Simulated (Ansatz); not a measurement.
# GaAs: excitons and shallow donors from band masses and screening

Computed with Ansatz, DFT r2SCAN, scalar-relativistic, plane waves, PAW.

Plane waves to 500 eV, a k mesh through Γ of 8×8×8 on the computed 2-atom cell and Gaussian smearing (0.02 eV); no spin polarisation.

Relaxed cell: F-43m, a = 5.666 Å, b = 5.666 Å, c = 5.666 Å, α = 90.00°, β = 90.00°, γ = 90.00°, 2 atoms in the primitive cell.

The calculation gives a Kohn–Sham gap of 0.96 eV, an electron mass of 0.052 mₑ and a hole mass of 0.119 mₑ (harmonic means over x, y, z and over the bands degenerate at each edge), and ε∞ = 11.67 (independent particles, mean of the diagonal).

Task: Estimate the binding energy and radius of a Wannier–Mott exciton and of a shallow donor, and say whether the hydrogenic model can hold.

Result: The reduced mass is μ = mₙmₕ/(mₙ + mₕ) = 0.0362 mₑ, with mₙ and mₕ the band masses. With E_b = 13.606 eV × μ/ε² and a = 0.529 Å × ε/μ (μ in mₑ) the exciton has E_b = 3.6 meV and a = 171 Å. For a donor μ is the electron mass: 5.2 meV and 119 Å. The exciton's radius is 43 times the shortest lattice vector (4.01 Å), so the continuum picture is reasonable. In a polar crystal the ions screen too, so a state bound more weakly than an optical phonon feels the larger static constant, which lowers the energy and widens the orbit. The other way, the small Kohn–Sham gap and the missing local fields make ε∞ too large and the masses tend to be too light, which underbinds.